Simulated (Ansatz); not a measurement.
Runs of Ansatz 0.2.0 on AlN. The structure is hexagonal, space group P6_3mc (No. 186). Conventional cell: a = 3.113 Å, b = 3.113 Å, c = 4.981 Å, α = 90.00°, β = 90.00°, γ = 120.00°. Around Al (site symmetry 3m) lie 4 N at 1.89 Å. N (site symmetry 3m) is surrounded by 4 Al at 1.89 Å. 

| level | gap on the mesh (eV) | pressure (GPa) | largest force (eV/Å) |
| --- | --- | --- | --- |
| PBE0 | 6.31 | -1.6 | 0.13 |
| HSEsol | 5.53 | -4.0 | 0.13 |
| HSE06 | 5.58 | -1.6 | 0.13 |
| B3LYP | (a) | (b) | 0.11 |

Alike in all rows: task band structure; potentials or basis Ansatz PAW; no spin polarisation; cell as given; k mesh 5 × 5 × 3; cutoff (eV) 420; smearing fermi-dirac 0.05 eV; the mesh is coarse, so values aren't converged.

Question: Fill in the values left out.

Answer: (a) 6.20; (b) 1.3.

Caveats: all runs use coarse meshes; the PAW data sets come from PBE, with cores solved anew for the run's functional, which leaves a small shift of forces and pressure; the thresholds are loose for stress.

